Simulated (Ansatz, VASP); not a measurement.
**Be in VASP and in Ansatz**

INCAR

```
SYSTEM = Be
PREC     = Accurate       ! precision mode
ENCUT    = 520            ! plane-wave cutoff, eV
EDIFF    = 1E-6           ! SCF threshold, eV
ISMEAR   = -1             ! smearing method
SIGMA    = 0.08           ! smearing width, eV
LREAL    = .False.        ! projectors in reciprocal space
LASPH    = .True.         ! aspherical terms in the spheres
NELM     = 60             ! most SCF steps
ALGO     = Normal         ! electronic algorithm
ISIF     = 2              ! what is computed and relaxed
LWAVE    = .False.        ! write WAVECAR
LCHARG   = .True.         ! write CHGCAR
GGA      = PE             ! functional
LELF     = .True.         ! ELF
LVHAR    = .True.       
NBANDS   = 9              ! bands
```

Contents of KPOINTS:

```
Automatic mesh
0
Gamma
  19 19 11
  0 0 0
```

File POSCAR:

```
Be
1.0
    1.7831532274      0.0000000000      0.0000000000
   -0.8915766137      1.5442559938      0.0000000000
    0.0000000000      0.0000000000      2.8702406389
Be
2
Direct
    0.3333333333      0.6666666667      0.2500000000
    0.6666666667      0.3333333333      0.7500000000
```

Input for Ansatz:

```yaml
crystal:
  lattice:
    - [1.7831532274, 0.0, 0.0]
    - [-0.8915766137, 1.5442559938, 0.0]
    - [0.0, 0.0, 2.8702406389]
  atoms:
    - { symbol: Be, position: [0.3333333333, 0.6666666667, 0.25] }
    - { symbol: Be, position: [0.6666666667, 0.3333333333, 0.75] }
kpoints:
  mp_grid: { grid: [19, 19, 11] }
scf:
  occupations: { method: fermi_dirac, width: 0.08 }
hamiltonian:
  xc: pbe
  pseudopotentials: { kind: paw }
output:
  forces: true
  stress: true
  eigenvalues: true
  populations: true
```

Change from the starting cell: volume scaled by 0.5, PAW files.

Alike in both runs: task single point; functional PBE; k mesh 19 × 19 × 11; occupations fermi-dirac, width 0.08 eV; no spin polarisation.

|  | VASP | Ansatz |
| --- | --- | --- |
| version | VASP 6.6.1 | Ansatz 0.2.0 |
| potentials or method | VASP PAW PBE potentials, release 64 (Be) | PAW with Ansatz's default frozen-core files, scalar-relativistic |
| plane-wave cutoff (eV) | 520 | 420 |
| valence electrons in the cell | 4 | 4 |

|  | VASP | Ansatz | Ansatz less VASP |
| --- | --- | --- | --- |
| pressure (GPa) | 268.9 | 267.3 | -1.52 |
| largest component of the traceless stress (GPa) | 0.01 | 0.06 | +0.052 |

Caveats: the cell as given lies far from equilibrium; so large a pressure means that the cell lies far from this level's equilibrium, or that cutoff or potentials fall short (VASP).
